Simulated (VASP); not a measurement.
MgH$_{2}$ in VASP 6.6.1, single-point calculation

INCAR

```
ENCUT = 520
LREAL = .FALSE.
ISMEAR = -1
PREC = Accurate
TIME = 4
LWAVE = .FALSE.
NSW = 0
ALGO = Damped
SIGMA = 0.02
IBRION = -1
LCHARG = .FALSE.
NELM = 70
ISIF = 2
GGA = PE
LASPH = .TRUE.
EDIFF = 1E-7
NBANDS = 9
```

KPOINTS

```
KPOINTS created by Atomic Simulation Environment
0
Gamma
8 8 8
0 0 0
```

POSCAR

```
Mg H
 1.0000000000000000
    -0.0294000000000000    2.3231999999999999    2.4512999999999998
     2.2911000000000001    0.0018000000000000    2.4201000000000001
     2.2303000000000002    2.2311999999999999    0.0625000000000000
 Mg  H
   1   2
Cartesian
  2.2373232200000004  4.5118616000000005  2.5273636699999997
  1.1191687500000000  1.1542634999999999  1.2166985099999998
  3.4082652000000007  3.3260315399999998  3.7216546200000002
```

The recommended PBE PAW datasets give the neutral cell 4 valence electrons.

Command

```
mpirun -np 1 vasp_std
```

OSZICAR

```
N       E                     dE             d eps       ncg     rms           ort
DAV:   1     0.482815867141E+01    0.48282E+01   -0.19002E+03  2340   0.410E+02
DAV:   2    -0.778326175281E+01   -0.12611E+02   -0.11770E+02  2340   0.671E+01
DAV:   3    -0.897206644238E+01   -0.11888E+01   -0.11567E+01  2340   0.215E+01
DAV:   4    -0.907860507582E+01   -0.10654E+00   -0.10358E+00  2340   0.617E+00
DAV:   5    -0.908999007555E+01   -0.11385E-01   -0.11347E-01  2340   0.184E+00
SDA:   6    -0.816906961298E+01    0.92092E+00   -0.16544E+01  2340   0.414E+00   0.000E+00
DMP:   7    -0.633248016323E+01    0.18366E+01   -0.17615E+02  2340   0.417E+01  -0.139E+01
DMP:   8     0.997609490857E+01    0.16309E+02   -0.25735E+03  2340   0.625E+02  -0.109E+02
DMP:   9     0.897153410272E+02    0.79739E+02   -0.11796E+04  2340   0.290E+03  -0.299E+02
DMP:  10     0.792306719178E+02   -0.10485E+02   -0.13297E+04  2340   0.326E+03  -0.345E+02
...
DMP:  62     0.226288283094E+03    0.27849E+02   -0.11825E+04  2340   0.272E+03  -0.136E+03
DMP:  63     0.200755252099E+03   -0.25533E+02   -0.10203E+04  2340   0.235E+03  -0.116E+03
DMP:  64     0.228644617623E+03    0.27889E+02   -0.11982E+04  2340   0.276E+03  -0.137E+03
DMP:  65     0.203476502541E+03   -0.25168E+02   -0.10424E+04  2340   0.241E+03  -0.117E+03
DMP:  66     0.228728140086E+03    0.25252E+02   -0.12022E+04  2340   0.277E+03  -0.136E+03
DMP:  67     0.205881957564E+03   -0.22846E+02   -0.10619E+04  2340   0.245E+03  -0.118E+03
DMP:  68     0.230042317589E+03    0.24160E+02   -0.12151E+04  2340   0.280E+03  -0.136E+03
DMP:  69     0.207805804546E+03   -0.22237E+02   -0.10740E+04  2340   0.248E+03  -0.118E+03
DMP:  70     0.230598848366E+03    0.22793E+02   -0.12281E+04  2340   0.284E+03  -0.135E+03
   1 F= 0.23059885E+03 E0= 0.23059885E+03  d E =0.000000E+00
```

Standard output (part)

```
POSCAR found type information on POSCAR MgH
 POSCAR found :  2 types and       3 ions
 LDA part: xc-table for (Slater+PW92), standard interpolation
 POSCAR, INCAR and KPOINTS ok, starting setup
 WAVECAR not read
 entering main loop
 final diagonalization occupied
|     The electronic self-consistency was not achieved in the given           |
|     number of steps (NELM). The forces and other quantities evaluated       |
|     might not be reliable so examine the results carefully. If you find     |
|     spurious results, we suggest increasing NELM, if you were close to      |
|     convergence or switching to a different ALGO or adjusting the           |
|     density mixing parameters otherwise.                                    |
```

It didn't converge.

**Question.** Find the fault in these files.

**Answer.** Damping step far too long. It didn't converge.
